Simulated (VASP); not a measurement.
# Zr6C5 in VASP: further runs

Runs on Zr6C5. Level: PBE. Tasks: single point.

All numbers are computed with VASP 6.6.1; they aren't measurements. Logs are shortened: lines on timing, memory, paths and dates and some standing lists are left out, and cuts for length are marked.

## 1. The slab as given

The cell holds a slab with vacuum, 11 atoms: a = 3.324 Å, b = 3.324 Å, c = 28.569 Å, α = 90.00°, β = 90.00°, γ = 120.00°.

## 2. Single point, PBE

Contents of INCAR:

```
PREC     = Accurate       # precision mode
ENCUT    = 460            # plane-wave cutoff, eV
EDIFF    = 1E-7           # SCF threshold, eV
ISMEAR   = 1              # smearing method
SIGMA    = 0.1            # smearing width, eV
LREAL    = False          # projectors in reciprocal space
LASPH    = True           # aspherical terms in the spheres
NELM     = 120            # most SCF steps
ALGO     = Normal         # electronic algorithm
ISIF     = 2              # what is computed and relaxed
LWAVE    = False          # write WAVECAR
LCHARG   = False          # write CHGCAR
LDIPOL   = True         
IDIPOL   = 3            
DIPOL    = 0.5 0.5 0.500
GGA      = PE             # functional
NBANDS   = 65             # bands
LVHAR    = True         
LVACPOTAV= True
```

Contents of KPOINTS:

```
regular mesh
0
Gamma
  7 7 1
```

Contents of POSCAR:

```
Zr6C5
1.0
    3.3236988564      0.0000000000      0.0000000000
   -1.6618494282      2.8784076442      0.0000000000
    0.0000000000      0.0000000000     28.5689437615
Zr C
6 5
Direct
    0.3333333333      0.6666666667      0.2625228312
    0.0000000000      0.0000000000      0.3575136987
    0.6666666667      0.3333333333      0.4525045662
    0.3333333333      0.6666666667      0.5474954338
    0.0000000000      0.0000000000      0.6424863013
    0.6666666667      0.3333333333      0.7374771688
    0.6666666667      0.3333333333      0.3100182649
    0.3333333333      0.6666666667      0.4050091325
    0.0000000000      0.0000000000      0.5000000000
    0.6666666667      0.3333333333      0.5949908675
    0.3333333333      0.6666666667      0.6899817351
```

Potentials or basis: VASP PAW PBE potentials, release 64 (Zr_sv, C).

Command:

```console
$ cat potpaw_PBE.64/Zr_sv/POTCAR potpaw_PBE.64/C/POTCAR > POTCAR
$ mpirun -np 1 vasp_std > vasp.out
```

OUTCAR:

```text
PREC = Accurate
   ENCUT = 460
   EDIFF = 1E-7
   ISMEAR = 1
   LREAL = False
   LASPH = True
   NELM = 120
   ISIF = 2
   GGA = PE

 Found      8 irreducible k-points:

 Following reciprocal coordinates:
            Coordinates               Weight
  0.000000  0.000000  0.000000      1.000000
  0.142857 -0.000000  0.000000      6.000000
  0.285714  0.000000  0.000000      6.000000
  0.428571 -0.000000  0.000000      6.000000
  0.142857  0.142857  0.000000      6.000000
  0.285714  0.142857  0.000000     12.000000
   k-points           NKPTS =      8   k-points in BZ     NKDIM =      8   number of bands    NBANDS=     65
   number of dos      NEDOS =    301   number of ions     NIONS =     11
   total plane-waves  NPLWV = 115200
   dimension x,y,z NGX =    24 NGY =   24 NGZ =  200
   dimension x,y,z NGXF=    48 NGYF=   48 NGZF=  400
   ions per type =               6   5
   NGX,Y,Z   is equivalent  to a cutoff of  12.00, 12.00, 11.64 a.u.
   NGXF,Y,Z  is equivalent  to a cutoff of  24.01, 24.01, 23.28 a.u.
 SYSTEM =  unknown system
   PREC   = accura    normal or accurate (medium, high low for compatibility)
   ISTART =      0    job   : 0-new  1-cont  2-samecut
   ICHARG =      2    charge: 1-file 2-atom 10-const
   ISPIN  =      1    spin polarized calculation?
   LNONCOLLINEAR =      F non collinear calculations
   LSORBIT =      F    spin-orbit coupling
   LASPH  =      T    aspherical Exc in radial PAW
   ENCUT  =  460.0 eV  33.81 Ry    5.81 a.u.   5.81  5.81 49.96*2*pi/ulx,y,z
   NELM   =    120;   NELMIN=  2; NELMDL= -5     # of ELM steps
   EDIFF  = 0.1E-06   stopping-criterion for ELM
   LREAL  =      F    real-space projection
   EDIFFG = 0.1E-05   stopping-criterion for IOM
   NSW    =      0    number of steps for IOM
   IBRION =     -1    ionic relax: 0-MD 1-quasi-New 2-CG
   NFREE  =      0    steps in history (QN), initial steepest desc. (CG)
   ISIF   =      2    stress and relaxation
   ISYM   =      2    0-nonsym 1-usesym 2-fastsym
   POTIM  = 0.5000    time-step for ionic-motion
   TEBEG  =    0.0;   TEEND  =   0.0 temperature during run
   PSTRESS=    0.0 pullay stress
   NELECT =      92.0000    total number of electrons
   NUPDOWN=      -1.0000    fix difference up-down
   EMIN   =  10.00;   EMAX   =-10.00  energy-range for DOS
   EFERMI =   0.00;   METHOD = LEGACY
   ISMEAR =     1;   SIGMA  =   0.10  broadening in eV -4-tet -1-fermi 0-gaus
   EFERMI_NEDOS =   21; number of points for ismear=-14 and -15
   IALGO  =     38    algorithm
   IMIX   =      4    mixing-type and parameters
     AMIX     =   0.40;   BMIX     =  1.00
     AMIX_MAG =   1.60;   BMIX_MAG =  1.00
  volume/ion in A,a.u.               =      24.85       167.68
  Fermi-wavevector in a.u.,A,eV,Ry     =   1.138802  2.152023 17.644974  1.296869
  Thomas-Fermi vector in A             =   2.275506
   LORBIT       =      0    0 simple, 1 ext, 2 COOP (PROOUT), +10 PAW based schemes
   GGA     = PE    functional components
   LHFCALC =     F    Hartree Fock is set to
   AEXX    =    0.0000 exact exchange contribution
   IVDW    =     0    specifies the selected vdW correction
   LEPSILON=     F    determine dielectric tensor
   LRPA    =     F    only Hartree local field effects (RPA)
 non-spin polarized calculation
 Methfessel and Paxton  Order N= 1 SIGMA  =   0.10
  energy-cutoff  :      460.00
  volume of cell :      273.32
 maximum number of plane-waves:      6160
 NGX is ok and might be reduce to    24
   NGX = 11   NGY = 11   NGZ = 99

 dipolmoment           0.000000      0.000000     -0.000000 electrons x Angstroem

 number of electron      91.9999995 magnetization

 dipolmoment           0.000000      0.000000      0.000000 electrons x Angstroem

 Free energy of the ion-electron system (eV)
  ---------------------------------------------------
  ext. energy  EPLUGINS =         0.00000000
  ---------------------------------------------------
  free energy    TOTEN  =      -103.75838746 eV

  energy without entropy =     -103.76337607  energy(sigma->0) =     -103.76005033

 E-fermi :   3.6806     XC(G=0):  -7.4823

 val. band max:        3.6525151720   @ k =   0.4286   0.1429   0.0000
 cond. band min:       3.7253107010   @ k =   0.4286  -0.0000   0.0000
 fundamental gap:      0.0727955291
 Fermi energy:         3.6805812168

 k-point     1 :       0.0000    0.0000    0.0000
  band No.  band energies     occupation
      1     -45.4255      2.00000
      2     -45.4255      2.00000
      3     -44.5020      2.00000
      4     -44.4987      2.00000
      5     -44.4209      2.00000
      6     -44.3737      2.00000
[... 50 lines left out ...]
     57       6.2285      0.00000
     58       6.2785      0.00000

 k-point     2 :       0.1429   -0.0000    0.0000
  band No.  band energies     occupation
      1     -45.4139      2.00000
      2     -45.4139      2.00000
      3     -44.4880      2.00000
      4     -44.4854      2.00000
      5     -44.4077      2.00000
      6     -44.3641      2.00000
[... 50 lines left out ...]
     57       6.4139      0.00000
     58       6.7356      0.00000
[... 181 lines left out ...]
     57       6.9510      0.00000
     58       7.2907      0.00000

 k-point     6 :       0.2857    0.1429    0.0000
  band No.  band energies     occupation
      1     -45.3714      2.00000
      2     -45.3714      2.00000
      3     -44.4365      2.00000
      4     -44.4361      2.00000
      5     -44.3556      2.00000
      6     -44.3321      2.00000
[... 50 lines left out ...]
     57       7.4850      0.00000
     58       7.8421      0.00000

 [... further k-points ...]

 [bands above 58 left out]

------------------------ aborting loop because EDIFF is reached ----------------------------------------

  FORCE on cell =-STRESS in cart. coord.  units (eV):
  Direction    XX          YY          ZZ          XY          YZ          ZX
  --------------------------------------------------------------------------------------
  -------------------------------------------------------------------------------------
  Total       -1.5317541     -1.5317541     -4.4289087      0.0000000     -0.0000000      0.0000000
  in kB       -8.9790729     -8.9790729    -25.9620608      0.0000000     -0.0000000      0.0000000
  external PRESSURE =     -14.6400689 kB  Pullay stress =       0.0000000 kB

 VOLUME and BASIS-vectors are now :
 -----------------------------------------------------------------------------
  energy-cutoff  :      460.00
  volume of cell :      273.32
      direct lattice vectors                 reciprocal lattice vectors
     3.323698856  0.000000000  0.000000000     0.300869616  0.173707154  0.000000000
    -1.661849428  2.878407644  0.000000000     0.000000000  0.347414308  0.000000000
     0.000000000  0.000000000 28.568943762     0.000000000  0.000000000  0.035003044

 POSITION                                       TOTAL-FORCE (eV/Angst)
 -----------------------------------------------------------------------------------
     -0.00000      1.91894      7.50000         0.000000     -0.000000      1.499127
      0.00000      0.00000     10.21379        -0.000000      0.000000      0.464660
      1.66185      0.95947     12.92758         0.000000     -0.000000     -0.010874
     -0.00000      1.91894     15.64137        -0.000000      0.000000      0.010874
      0.00000      0.00000     18.35516        -0.000000      0.000000     -0.464660
      1.66185      0.95947     21.06894        -0.000000      0.000000     -1.499127
      1.66185      0.95947      8.85689        -0.000000      0.000000     -1.724746
     -0.00000      1.91894     11.57068        -0.000000      0.000000     -0.195111
      0.00000      0.00000     14.28447        -0.000000      0.000000      0.000000
      1.66185      0.95947     16.99826        -0.000000     -0.000000      0.195111
     -0.00000      1.91894     19.71205         0.000000     -0.000000      1.724746
 -----------------------------------------------------------------------------------
    total drift:                                0.000000     -0.000000      0.000000

  FREE ENERGIE OF THE ION-ELECTRON SYSTEM (eV)
  ---------------------------------------------------
  free  energy   TOTEN  =      -103.7583874565 eV

  energy  without entropy=     -103.7633760661  energy(sigma->0) =     -103.76005033

 vacuum level on the upper side and lower side of the slab         7.974         7.974
```

stdout:

```text
POSCAR found type information on POSCAR ZrC
 POSCAR found :  2 types and      11 ions
 scaLAPACK will be used
 LDA part: xc-table for (Slater+PW92), standard interpolation
 POSCAR, INCAR and KPOINTS ok, starting setup
 FFT: planning ... GRIDC
 FFT: planning ... GRID_SOFT
 FFT: planning ... GRID
 WAVECAR not read
 entering main loop
 -----------------------------------------------------------------------------
|                                                                             |
|           W    W    AA    RRRRR   N    N  II  N    N   GGGG   !!!           |
|           W    W   A  A   R    R  NN   N  II  NN   N  G    G  !!!           |
|           W    W  A    A  R    R  N N  N  II  N N  N  G       !!!           |
|           W WW W  AAAAAA  RRRRR   N  N N  II  N  N N  G  GGG   !            |
|           WW  WW  A    A  R   R   N   NN  II  N   NN  G    G                |
|           W    W  A    A  R    R  N    N  II  N    N   GGGG   !!!           |
|                                                                             |
|     Did not find any points to average over, which means that no vacuum     |
|     field-free region was found. Please increase the size of  your cell     |
|     in the dimension of the dipole correction to obtain accurate            |
|     workfunction values.                                                    |
|                                                                             |
 -----------------------------------------------------------------------------
```

Wall time 3.2 min (1 thread of Intel Xeon Platinum 8488C (Sapphire Rapids), shared host); peak memory 0.36 GiB.

The run converged, but some of its settings lie outside the range that counts as converged, so its numbers aren't taken as properties of the slab.

Results:

```yaml
Free_energy: -103.7584 eV
Largest_force: 1.725 eV/Å
Band_gap_on_the_k_mesh: none (metal or under the smearing width)
Work_function_of_the_upper_face: 4.29 eV
Work_function_of_the_lower_face: 4.29 eV
```

Caveat: the cutoff is under 1.25 times the usual one of these potentials, so pressure, stress and relaxed cells hold a basis-set (Pulay) error.

## 3. Single point, PBE

This run uses another cell than the first one, of 27.46 Å³/atom, 1.105 times its volume.

INCAR is that of step 2.

KPOINTS is that of step 2.

Contents of POSCAR:

```
Zr6C5
1.0
    3.3236988564      0.0000000000      0.0000000000
   -1.6618494282      2.8784076442      0.0000000000
    0.0000000000      0.0000000000     31.5689437615
Zr C
6 5
Direct
    0.3333333333      0.6666666667      0.2850903112
    0.0000000000      0.0000000000      0.3710541867
    0.6666666667      0.3333333333      0.4570180622
    0.3333333333      0.6666666667      0.5429819378
    0.0000000000      0.0000000000      0.6289458133
    0.6666666667      0.3333333333      0.7149096888
    0.6666666667      0.3333333333      0.3280722489
    0.3333333333      0.6666666667      0.4140361245
    0.0000000000      0.0000000000      0.5000000000
    0.6666666667      0.3333333333      0.5859638755
    0.3333333333      0.6666666667      0.6719277511
```

Potentials or basis: VASP PAW PBE potentials, release 64 (Zr_sv, C).

Command:

```console
$ cat potpaw_PBE.64/Zr_sv/POTCAR potpaw_PBE.64/C/POTCAR > POTCAR
$ mpirun -np 1 vasp_std > vasp.out
```

It took 3.6 min on 1 thread of Intel Xeon Platinum 8488C (Sapphire Rapids), shared host; peak memory 0.39 GiB.

The run converged, but some of its settings lie outside the range that counts as converged, so its numbers aren't taken as properties of the slab.

Results:

```yaml
Free_energy: -103.7597 eV
Largest_force: 1.725 eV/Å
Band_gap_on_the_k_mesh: none (metal or under the smearing width)
Work_function_of_the_upper_face: 4.29 eV
Work_function_of_the_lower_face: 4.29 eV
```

Caveat: the cutoff is under 1.25 times the usual one of these potentials, so pressure, stress and relaxed cells hold a basis-set (Pulay) error.

[end of part 1 of 2]
